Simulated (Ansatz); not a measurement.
Run times of several calculations on YH3O3

Cell: 14 atoms, space group P6_3/m, a = 6.261 Å, b = 6.261 Å, c = 3.544 Å, α = 90.00°, β = 90.00°, γ = 120.00°.

All runs are DFT with Ansatz 0.2.0 on 1 thread of Intel Xeon Platinum 8488C (Sapphire Rapids) (x86_64; 2 cores open to the job, memory cap 2.5 GiB, no GPU), a shared host.

Problem. Rank the runs by wall time, shortest first.
A. single point at relaxed positions, PBE, gradients read without the response of the cores, 420 eV, 5×5×7 k-points, smearing 0.02 eV
B. relaxation of the ions, PBE, 420 eV, 5×5×7 k-points, smearing 0.02 eV
C. single point at relaxed positions, PBE with spin–orbit coupling, 420 eV, 5×5×7 k-points, smearing 0.02 eV
D. single point at relaxed positions, r2SCAN, 500 eV, 5×5×7 k-points, smearing 0.02 eV

Solution. A (5.9 s, 0.48 GiB), D (13 s, 0.77 GiB), B (24 s, 0.53 GiB), C (41 s, 0.86 GiB).
